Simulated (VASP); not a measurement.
# BN (P6_3/mmc) in VASP: vibrations by finite differences with PBE+D3(BJ)

Aim: the vibrations by finite differences of BN with PBE+D3(BJ).

Everything below comes from runs of VASP 6.6.1. Logs are shortened: lines on timing, memory, paths and dates and some standing lists are left out, and cuts for length are marked.

## (1) Starting point

Symmetry: P6_3/mmc, No. 194, hexagonal system. Conventional cell: a = 2.498 Å, b = 2.498 Å, c = 6.636 Å, α = 90.00°, β = 90.00°, γ = 120.00°. B (site symmetry -6m2) has 3 N at 1.44 Å as nearest neighbours. Around N (site symmetry -6m2) lie 3 B at 1.44 Å.

## (2) Vibrations by finite differences, PBE+D3(BJ)

The input, INCAR:

```
SYSTEM = BN
PREC = Accurate ; ENCUT = 520
EDIFF = 1E-8 ; ISMEAR = 0
SIGMA = 0.02 ; LREAL = .False.
LASPH = .True. ; NELM = 100
ALGO = Fast ; ISIF = 2
LWAVE = .False. ; LCHARG = .False.
GGA = PE ; IVDW = 12
IBRION = 6 ; NFREE = 2
POTIM = 0.015 ; NSW = 1
KPAR = 4
```

The input, KPOINTS:

```
regular mesh
0
Gamma
  15 15 6
  0 0 0
```

The input, POSCAR:

```
BN
1.0
    2.4982400000      0.0000000000      0.0000000000
   -1.2491200000      2.1635393000      0.0000000000
    0.0000000000      0.0000000000      6.6357000000
B N
2 2
Direct
    0.3333333300      0.6666666700      0.2500000000
    0.6666666700      0.3333333300      0.7500000000
    0.3333333300      0.6666666700      0.7500000000
    0.6666666700      0.3333333300      0.2500000000
```

Potentials or basis: VASP PAW PBE potentials, release 64 (B, N).

Run with:

```sh
cat potpaw_PBE.64/B/POTCAR potpaw_PBE.64/N/POTCAR > POTCAR
mpirun -np 4 vasp_std > vasp.out
```

OUTCAR:

```text
SYSTEM = BN
   PREC = Accurate
   ENCUT = 520
   EDIFF = 1E-8
   ISMEAR = 0
   LREAL = .False.
   LASPH = .True.
   NELM = 100
   ISIF = 2
   GGA = PE
   IVDW = 12
   IBRION = 6
   NFREE = 2
   POTIM = 0.015
   NSW = 1
 IVDW          = 12

 ion  position               nearest neighbor table
   1  0.333  0.667  0.250-   4 1.44   4 1.44   4 1.44
   2  0.667  0.333  0.750-   3 1.44   3 1.44   3 1.44
   3  0.333  0.667  0.750-   2 1.44   2 1.44   2 1.44
   4  0.667  0.333  0.250-   1 1.44   1 1.44   1 1.44

  LATTYP: Found a hexagonal cell.
 ALAT       =     2.4982400000
 C/A-ratio  =     2.6561499296

  Lattice vectors:

 A1 = (   2.4982400000,   0.0000000000,   0.0000000000)
 A2 = (  -1.2491200000,   2.1635393000,   0.0000000000)
 A3 = (   0.0000000000,   0.0000000000,   6.6357000000)

Analysis of symmetry for initial positions (statically):
=====================================================================
 Subroutine PRICEL returns:
 Original cell was already a primitive cell.

 Routine SETGRP: Setting up the symmetry group for a
 hexagonal supercell.

 Subroutine GETGRP returns: Found 24 space group operations
 (whereof 12 operations were pure point group operations)
 out of a pool of 24 trial point group operations.

The static configuration has the point symmetry D_3d.
 The point group associated with its full space group is D_6h.

Analysis of symmetry for dynamics (positions and initial velocities):
=====================================================================
 Subroutine PRICEL returns:
 Original cell was already a primitive cell.

 Routine SETGRP: Setting up the symmetry group for a
 hexagonal supercell.

 Subroutine GETGRP returns: Found 24 space group operations
 (whereof 12 operations were pure point group operations)
 out of a pool of 24 trial point group operations.

The dynamic configuration has the point symmetry D_3d.
 The point group associated with its full space group is D_6h.

 Subroutine INISYM returns: Found 24 space group operations
 (whereof 12 operations are pure point group operations),
 and found     1 'primitive' translations

----------------------------------------------------------------------------------------

                                     Primitive cell

  volume of cell :      35.8662

  direct lattice vectors                    reciprocal lattice vectors
     2.498240000  0.000000000  0.000000000     0.400281798  0.231102805  0.000000000
    -1.249120000  2.163539300  0.000000000     0.000000000  0.462205609  0.000000000
     0.000000000  0.000000000  6.635700000     0.000000000  0.000000000  0.150700002

  length of vectors
     2.498240000  2.498239996  6.635700000     0.462205608  0.462205609  0.150700002

  position of ions in fractional coordinates (direct lattice)
     0.333333330  0.666666670  0.250000000
     0.666666670  0.333333330  0.750000000
     0.333333330  0.666666670  0.750000000
     0.666666670  0.333333330  0.250000000

  ion indices of the primitive-cell ions
   primitive index   ion index
                 1           1
                 2           2
                 3           3
                 4           4

----------------------------------------------------------------------------------------

 KPOINTS: regular mesh

Automatic generation of k-mesh.
 Grid dimensions read from file:
 generate k-points for:   15   15    6

 Generating k-lattice:

  Cartesian coordinates                     Fractional coordinates (reciprocal lattice)
     0.026685453  0.015406854  0.000000000     0.066666667 -0.000000000  0.000000000
     0.000000000  0.030813707  0.000000000     0.000000000  0.066666667  0.000000000
     0.000000000  0.000000000  0.025116667     0.000000000  0.000000000  0.166666667

  Length of vectors
     0.030813707  0.030813707  0.025116667

  Shift w.r.t. Gamma in fractional coordinates (k-lattice)
     0.000000000  0.000000000  0.000000000

 Subroutine IBZKPT returns following result:
 ===========================================

 Found    108 irreducible k-points:

 Following reciprocal coordinates:
            Coordinates               Weight
  0.000000  0.000000  0.000000      1.000000
  0.066667  0.000000  0.000000      6.000000
  0.133333 -0.000000  0.000000      6.000000
  0.200000 -0.000000  0.000000      6.000000
  0.266667 -0.000000  0.000000      6.000000
  0.333333  0.000000  0.000000      6.000000
[... 16 lines left out ...]
  0.333333  0.200000  0.000000     12.000000
  0.400000  0.200000  0.000000      6.000000
 [... further k-points ...]
   k-points           NKPTS =    108   k-points in BZ     NKDIM =    108   number of bands    NBANDS=     12
   number of dos      NEDOS =    301   number of ions     NIONS =      4
   total plane-waves  NPLWV =  20000
   dimension x,y,z NGX =    20 NGY =   20 NGZ =   50
   dimension x,y,z NGXF=    40 NGYF=   40 NGZF=  100
   ions per type =               2   2
   NGX,Y,Z   is equivalent  to a cutoff of  13.31, 13.31, 12.53 a.u.
   NGXF,Y,Z  is equivalent  to a cutoff of  26.62, 26.62, 25.05 a.u.
 SYSTEM =  BN
   PREC   = accura    normal or accurate (medium, high low for compatibility)
   ISTART =      0    job   : 0-new  1-cont  2-samecut
   ICHARG =      2    charge: 1-file 2-atom 10-const
   ISPIN  =      1    spin polarized calculation?
   LNONCOLLINEAR =      F non collinear calculations
   LSORBIT =      F    spin-orbit coupling
   LASPH  =      T    aspherical Exc in radial PAW
   ENCUT  =  520.0 eV  38.22 Ry    6.18 a.u.   4.65  4.65 12.34*2*pi/ulx,y,z
   NELM   =    100;   NELMIN=  2; NELMDL= -5     # of ELM steps
   EDIFF  = 0.1E-07   stopping-criterion for ELM
   LREAL  =      F    real-space projection
   EDIFFG = 0.1E-06   stopping-criterion for IOM
   NSW    =     85    number of steps for IOM
   IBRION =      6    ionic relax: 0-MD 1-quasi-New 2-CG
   NFREE  =      2    steps in history (QN), initial steepest desc. (CG)
   ISIF   =      2    stress and relaxation
   ISYM   =      2    0-nonsym 1-usesym 2-fastsym
   POTIM  = 0.0150    time-step for ionic-motion
   TEBEG  =    0.0;   TEEND  =   0.0 temperature during run
   PSTRESS=    0.0 pullay stress
   NELECT =      16.0000    total number of electrons
   NUPDOWN=      -1.0000    fix difference up-down
   EMIN   =  10.00;   EMAX   =-10.00  energy-range for DOS
   EFERMI =   0.00;   METHOD = LEGACY
   ISMEAR =     0;   SIGMA  =   0.02  broadening in eV -4-tet -1-fermi 0-gaus
   EFERMI_NEDOS =   21; number of points for ismear=-14 and -15
   IALGO  =     68    algorithm
   IMIX   =      4    mixing-type and parameters
     AMIX     =   0.40;   BMIX     =  1.00
     AMIX_MAG =   1.60;   BMIX_MAG =  1.00
  volume/ion in A,a.u.               =       8.97        60.51
  Fermi-wavevector in a.u.,A,eV,Ry     =   1.250891  2.363842 21.289433  1.564729
  Thomas-Fermi vector in A             =   2.384864
   LORBIT       =      0    0 simple, 1 ext, 2 COOP (PROOUT), +10 PAW based schemes
   GGA     = PE    functional components
   LHFCALC =     F    Hartree Fock is set to
   AEXX    =    0.0000 exact exchange contribution
   IVDW    =    12    specifies the selected vdW correction
   LEPSILON=     F    determine dielectric tensor
   LRPA    =     F    only Hartree local field effects (RPA)
 finite differences with symmetry
 non-spin polarized calculation
 RMM-DIIS sequential band-by-band and
 Gauss-broadening in eV      SIGMA  =   0.02
  energy-cutoff  :      520.00
  volume of cell :       35.87
 maximum number of plane-waves:       985
 NGX is ok and might be reduce to    20
   NGX =  9   NGY =  9   NGZ = 25

--------------------------------------- Ionic step        1  -------------------------------------------

 number of electron      15.9999997 magnetization

 Free energy of the ion-electron system (eV)
  ---------------------------------------------------
  ext. energy  EPLUGINS =         0.00000000
  ---------------------------------------------------
  free energy    TOTEN  =       -35.14691838 eV

  energy without entropy =      -35.14691838  energy(sigma->0) =      -35.14691838

------------------------ aborting loop because EDIFF is reached ----------------------------------------

 Edisp (eV)   -0.56768

 E8    (eV) :    -0.1663
[... 327 lines left out ...]
--------------------------------------- Ionic step        9  -------------------------------------------

 number of electron      15.9999998 magnetization

 Free energy of the ion-electron system (eV)
  ---------------------------------------------------
  ext. energy  EPLUGINS =         0.00000000
  ---------------------------------------------------
  free energy    TOTEN  =       -35.14538984 eV

  energy without entropy =      -35.14538984  energy(sigma->0) =      -35.14538984

 E-fermi :   2.4310     XC(G=0): -10.0888

 val. band max:        2.3361547797   @ k =   0.3333   0.2667   0.0000
 cond. band min:       6.6394926631   @ k =   0.4667   0.0667   0.0000
 fundamental gap:      4.3033378834
 Fermi energy:         2.4310231895

 k-point     1 :       0.0000    0.0000    0.0000
  band No.  band energies     occupation
      1     -15.5314      2.00000
      2     -15.2360      2.00000
      3      -3.9419      2.00000
      4      -1.8133      2.00000
      5       0.9870      2.00000
      6       0.9870      2.00000
      7       1.0241      2.00000
      8       1.0241      2.00000
      9       7.5711      0.00000
     10      12.6609      0.00000
     11      13.9272      0.00000
     12      13.9453      0.00000
[... 331 lines left out ...]
 k-point    24 :       0.4000    0.2000    0.0000
  band No.  band energies     occupation
      1     -11.9664      2.00000
      2     -11.9107      2.00000
      3      -6.1788      2.00000
      4      -6.0933      2.00000
      5      -3.6446      2.00000
      6      -3.5697      2.00000
      7       1.4779      2.00000
      8       2.2253      2.00000
      9       6.9115      0.00000
     10       7.7011      0.00000
     11      14.1161      0.00000
     12      14.3920      0.00000

 [... further k-points ...]

------------------------ aborting loop because EDIFF is reached ----------------------------------------

 Edisp (eV)   -0.56768

 E8    (eV) :    -0.1663
[... 27 lines left out ...]
  FREE ENERGIE OF THE ION-ELECTRON SYSTEM (eV)
  ---------------------------------------------------
  free  energy   TOTEN  =       -35.7130728365 eV

  energy  without entropy=      -35.7130728365  energy(sigma->0) =      -35.71307284

 INTERNAL STRAIN TENSORS FROM DISPLACED ATOMS
 ============================================

 INTERNAL STRAIN TENSOR FOR ION    1 for displacements in x,y,z  (eV/Angst):
          X           Y           Z          XY          YZ          ZX
  --------------------------------------------------------------------------------
  x     0.00000     0.00000     0.00000   -13.11016     0.00000     0.00000
  y   -13.11016    13.11016     0.00000     0.00000     0.00000     0.00000
  z     0.00000     0.00000    -0.00000     0.00000     0.00000     0.00000

 INTERNAL STRAIN TENSOR FOR ION    4 for displacements in x,y,z  (eV/Angst):
          X           Y           Z          XY          YZ          ZX
  --------------------------------------------------------------------------------
  x     0.00000     0.00000     0.00000    13.28203     0.00000     0.00000
  y    13.28203   -13.28203    -0.00000    -0.00000     0.00000     0.00000
  z    -0.00000    -0.00000    -0.00000     0.00000     0.00000     0.00000

 Eigenvectors and eigenvalues of the dynamical matrix
 ----------------------------------------------------

   1 f  =   41.080972 THz   258.119362 2PiTHz 1370.313739 cm-1   169.897174 meV
             X         Y         Z           dx          dy          dz
     -0.000000  1.442360  1.658925     0.531155   -0.000000    0.000000
      1.249120  0.721180  4.976775     0.531155   -0.000000   -0.000000
     -0.000000  1.442360  4.976775    -0.466770    0.000000   -0.000000
      1.249120  0.721180  1.658925    -0.466770    0.000000   -0.000000
[... 50 lines left out ...]
   9 f  =    1.412697 THz     8.876236 2PiTHz   47.122494 cm-1     5.842442 meV
             X         Y         Z           dx          dy          dz
     -0.000000  1.442360  1.658925    -0.000002    0.467044    0.000000
      1.249120  0.721180  4.976775     0.000002   -0.467044    0.000000
     -0.000000  1.442360  4.976775     0.000002   -0.530914    0.000000
      1.249120  0.721180  1.658925    -0.000002    0.530914    0.000000

  10 f/i=    0.001333 THz     0.008375 2PiTHz    0.044464 cm-1     0.005513 meV
             X         Y         Z           dx          dy          dz
     -0.000000  1.442360  1.658925    -0.082820    0.459364   -0.000000
      1.249120  0.721180  4.976775    -0.082820    0.459364   -0.000000
     -0.000000  1.442360  4.976775    -0.094244    0.522727   -0.000000
      1.249120  0.721180  1.658925    -0.094244    0.522727   -0.000000

  11 f/i=    0.001333 THz     0.008375 2PiTHz    0.044464 cm-1     0.005513 meV
             X         Y         Z           dx          dy          dz
     -0.000000  1.442360  1.658925    -0.459364   -0.082820   -0.000000
      1.249120  0.721180  4.976775    -0.459364   -0.082820   -0.000000
     -0.000000  1.442360  4.976775    -0.522727   -0.094244   -0.000000
      1.249120  0.721180  1.658925    -0.522727   -0.094244   -0.000000

  12 f/i=    0.001668 THz     0.010483 2PiTHz    0.055651 cm-1     0.006900 meV
             X         Y         Z           dx          dy          dz
     -0.000000  1.442360  1.658925     0.000000   -0.000000   -0.466713
      1.249120  0.721180  4.976775     0.000000   -0.000000   -0.466713
     -0.000000  1.442360  4.976775     0.000000   -0.000000   -0.531205
      1.249120  0.721180  1.658925     0.000000   -0.000000   -0.531205

 ELASTIC MODULI CONTR FROM IONIC RELAXATION (kBar)
 Direction    XX          YY          ZZ          XY          YZ          ZX
 --------------------------------------------------------------------------------
 XX        -379.6295    379.6294      0.0000      0.0000      0.0000      0.0000
 YY         379.6294   -379.6294     -0.0000     -0.0000      0.0000      0.0000
 ZZ           0.0000     -0.0000     -0.0000     -0.0000      0.0000      0.0000
 XY           0.0000     -0.0000     -0.0000   -379.6294      0.0000      0.0000
 YZ           0.0000      0.0000      0.0000      0.0000      0.0000      0.0000
 ZX           0.0000      0.0000      0.0000      0.0000      0.0000      0.0000
 --------------------------------------------------------------------------------
```

Run time: 2.1 min. Hardware: 4 MPI ranks of Intel Xeon Platinum 8488C (Sapphire Rapids), shared host; peak memory 0.39 GiB.

Results:

```yaml
Highest_phonon_frequency_at_Γ_LO-TO_splitting_left_out: 1370 cm⁻¹
Dispersion_energy_per_atom: -0.142 eV
```

Phonon frequencies in cm⁻¹ (negative: imaginary):
```
              q point                                  frequencies
(0.000, 0.000, 0.000)  0 0 0 47 47 117 743 795 1370 1370 1370 1370
```
